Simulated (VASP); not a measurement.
# TePb (Fm-3m) in VASP: notebook, part 3 of 3

VASP 6.6.1. Earlier steps stand in the parts before.

## (7) Relaxation of cell and atoms, LDA

This run uses another cell than the first one, of 35.48 Å³/atom, 1.017 times its volume.

INCAR

```
SYSTEM = TePb
PREC     = Accurate       ! precision mode
ENCUT    = 600            ! plane-wave cutoff, eV
EDIFF    = 1E-6           ! SCF threshold, eV
ISMEAR   = -1             ! smearing method
SIGMA    = 0.02           ! smearing width, eV
LREAL    = .False.        ! projectors in reciprocal space
LASPH    = .True.         ! aspherical terms in the spheres
NELM     = 60             ! most SCF steps
ALGO     = Normal         ! electronic algorithm
ISIF     = 3              ! what is computed and relaxed
LWAVE    = .False.        ! write WAVECAR
LCHARG   = .False.        ! write CHGCAR
IBRION   = 2              ! ionic algorithm
NSW      = 80             ! ionic steps
EDIFFG   = -0.005         ! ionic threshold
```

KPOINTS

```
Automatic mesh
0
Gamma
  6 6 6
  0 0 0
```

POSCAR

```
TePb
1.0
    0.0000000000      3.2860552957      3.2860552957
    3.2860552957      0.0000000000      3.2860552957
    3.2860552957      3.2860552957      0.0000000000
Te Pb
1 1
Direct
    0.5000000000      0.5000000000      0.5000000000
    0.0000000000      0.0000000000      0.0000000000
```

Potentials or basis: VASP PAW LDA potentials, release 64 (Te, Pb_d).

On the command line:

```bash
$ cat potpaw_LDA.64/Te/POTCAR potpaw_LDA.64/Pb_d/POTCAR > POTCAR
$ mpirun -np 1 vasp_std > vasp.out
```

OUTCAR:

```text
SYSTEM = TePb
   PREC = Accurate
   ENCUT = 600
   EDIFF = 1E-6
   ISMEAR = -1
   LREAL = .False.
   LASPH = .True.
   NELM = 60
   ISIF = 3
   IBRION = 2
   NSW = 80
   EDIFFG = -0.005

 ion  position               nearest neighbor table
   1  0.500  0.500  0.500-   2 3.29   2 3.29   2 3.29   2 3.29   2 3.29   2 3.29
   2  0.000  0.000  0.000-   1 3.29   1 3.29   1 3.29   1 3.29   1 3.29   1 3.29

  LATTYP: Found a face centered cubic cell.
 ALAT       =     6.5721105914

  Lattice vectors:

 A1 = (   0.0000000000,   3.2860552957,   3.2860552957)
 A2 = (   3.2860552957,   0.0000000000,   3.2860552957)
 A3 = (   3.2860552957,   3.2860552957,   0.0000000000)

Analysis of symmetry for initial positions (statically):
=====================================================================
 Subroutine PRICEL returns:
[... 172 lines left out ...]
  in kB      -34.7500286    -34.7500286    -34.7500286      0.0000000      0.0000000     -0.0000000
  external PRESSURE =     -34.7500286 kB  Pullay stress =       0.0000000 kB
[... 59 lines left out ...]
--------------------------------------- Ionic step        3  -------------------------------------------

 number of electron      20.0000000 magnetization

 Free energy of the ion-electron system (eV)
  ---------------------------------------------------
  ext. energy  EPLUGINS =         0.00000000
  ---------------------------------------------------
  free energy    TOTEN  =        -8.77603663 eV

  energy without entropy =       -8.77603661  energy(sigma->0) =       -8.77603662

 E-fermi :   6.1708     XC(G=0):  -9.7304

 val. band max:        5.8908060922   @ k =   0.5000   0.0000   0.0000
 cond. band min:       6.4508960775   @ k =   0.5000   0.0000   0.0000
 fundamental gap:      0.5600899853
 Fermi energy:         6.1708217580

 k-point     1 :       0.0000    0.0000    0.0000
  band No.  band energies     occupation
      1     -10.8528      2.00000
      2     -10.8528      2.00000
      3     -10.8360      2.00000
      4     -10.8360      2.00000
      5     -10.8360      2.00000
      6      -6.4710      2.00000
      7       0.2996      2.00000
      8       4.4020      2.00000
      9       4.4020      2.00000
     10       4.4020      2.00000
     11       9.9098      0.00000
     12       9.9098      0.00000
     13       9.9098      0.00000
     14      11.5834      0.00000
[... 282 lines left out ...]
  FREE ENERGIE OF THE ION-ELECTRON SYSTEM (eV)
  ---------------------------------------------------
  free  energy   TOTEN  =        -8.7760366319 eV

  energy  without entropy=       -8.7760366135  energy(sigma->0) =       -8.77603662

 reached required accuracy - stopping structural energy minimisation
```

OSZICAR:

```text
N       E                     dE             d eps       ncg     rms          rms(c)
DAV:   1     0.161130536881E+03    0.16113E+03   -0.10307E+04   448   0.156E+03
DAV:   2     0.309070820241E+01   -0.15804E+03   -0.15533E+03   472   0.351E+02
DAV:   3    -0.854982348426E+01   -0.11641E+02   -0.11557E+02   610   0.100E+02
[... 23 lines left out ...]
DAV:   3    -0.877602096742E+01    0.20527E-01   -0.88868E-02   556   0.512E+00    0.144E-01
DAV:   4    -0.877605636979E+01   -0.35402E-04   -0.14861E-03   448   0.426E-01    0.116E-01
DAV:   5    -0.877604518385E+01    0.11186E-04   -0.36018E-04   552   0.209E-01    0.348E-02
DAV:   6    -0.877603704730E+01    0.81365E-05   -0.35939E-05   586   0.109E-01    0.927E-03
DAV:   7    -0.877603663191E+01    0.41539E-06   -0.18708E-06   408   0.176E-02
   3 F= -.87760366E+01 E0= -.87760366E+01  d E =-.686184E-01
```

Wall time 42 s (1 thread of Intel Xeon Platinum 8259CL at 2.50GHz (Skylake/Cascade Lake), shared host); peak memory 0.2 GiB.

What came out:

| Item | Value |
| --- | --- |
| Free energy | -8.7760 eV |
| Relaxed volume | 32.56 Å³/atom |
| Relaxed cell | a = 4.516 Å, b = 4.516 Å, c = 4.516 Å, α = 60.00°, β = 60.00°, γ = 60.00° |
| Space group after relaxing (to 0.05 Å) | Fm-3m (No. 225) |
| Energy gained by relaxing | 34.3 meV/atom |
| Ionic steps | 3 |
| Pressure after relaxing | 0.0 GPa |
| Band gap on the k mesh | 0.56 eV, direct |

The path:
```
step  energy change (eV)  largest force (eV/Å)  pressure (GPa)  volume (Å³)
   1              0.0000                0.0000           -3.48        70.97
   2             -0.0609                0.0000            1.45        63.35
   3             -0.0686                0.0000           -0.01        65.12
```

Final structure:
```
Te Pb
1.0
     0.00000    3.19317    3.19317
     3.19317    0.00000    3.19317
     3.19317    3.19317    0.00000
Te Pb
1 1
Cartesian
  3.1932 3.1932 3.1932
  0.0000 0.0000 0.0000
```

Caveat: spin-orbit coupling is left out, which moves the levels of the heavy elements. Zero-point motion and thermal expansion aren't in these numbers.

## (8) Overview

| task | level | potentials or basis | cell | k mesh | cutoff (eV) | smearing | gap on the mesh (eV) | pressure (GPa) | relaxed volume (Å³/atom) |
| --- | --- | --- | --- | --- | --- | --- | --- | --- | --- |
| single point | PBE | VASP PAW PBE potentials, release 64 (Te, Pb_d) | a = 4.621 Å, angles 60.0°, 2 atoms | 8 × 8 × 8 | 520 | fermi-dirac 0.02 eV | 0.80 | 0.6 | - |
| single point | LDA | VASP PAW LDA potentials, release 64 (Te, Pb_d) | a = 4.621 Å, angles 60.0°, 2 atoms | 8 × 8 × 8 | 520 | gaussian 0.01 eV | 0.70 | -2.9 | - |
| single point | r2SCAN | VASP PAW PBE potentials, release 64 (Te, Pb_d) | a = 4.621 Å, angles 60.0°, 2 atoms | 8 × 8 × 8 | 520 | gaussian 0.01 eV | 1.09 | 0.0 | - |
| relaxation of cell and atoms | PBE | VASP PAW PBE potentials, release 64 (Te, Pb_d) | relaxed from a = 4.569 Å, angles 60.0°, 2 atoms | 6 × 6 × 6 | 600 | fermi-dirac 0.02 eV | 0.83 | 0.0 | 35.42 |
| relaxation of cell and atoms | PBEsol | VASP PAW PBE potentials, release 64 (Te, Pb_d) | relaxed from a = 4.647 Å, angles 60.0°, 2 atoms | 6 × 6 × 6 | 600 | fermi-dirac 0.02 eV | 0.65 | 0.0 | 33.45 |
| relaxation of cell and atoms | LDA | VASP PAW LDA potentials, release 64 (Te, Pb_d) | relaxed from a = 4.647 Å, angles 60.0°, 2 atoms | 6 × 6 × 6 | 600 | fermi-dirac 0.02 eV | 0.56 | 0.0 | 32.56 |

Alike in all rows: no spin polarisation.

Caveats: spin-orbit coupling is left out, which moves the levels of the heavy elements; the PAW data sets were made with another functional, which shifts forces and pressure a little (some runs).

Total energies depend on the potentials used, so only differences within one code and one set of settings carry meaning.

## (9) Comparison with measurements

Step 2. A measured gap of TePb is 0.19 eV (direct; 4.2 K; a printed reference work, monograph); the calculated 0.80 eV misses it by +0.61 eV. Spin-orbit coupling on Pb, Te is left out. The value is that of PBE on a finite k mesh, which can miss the band edges, without temperature or zero-point motion.

Step 3. Against the measured gap of TePb, 0.19 eV (direct; 4.2 K; a printed reference work, monograph), the calculated 0.70 eV is off by +0.51 eV. Spin-orbit coupling on Pb, Te is left out. The value is that of LDA on a finite k mesh, which can miss the band edges, without temperature or zero-point motion.

Step 4. Measured gap of TePb: 0.19 eV (direct; 4.2 K; a printed reference work, monograph). This calculation gives 1.09 eV (+0.90 eV). Spin-orbit coupling on Pb, Te is left out. The value is that of r2SCAN on a finite k mesh, which can miss the band edges, without temperature or zero-point motion.
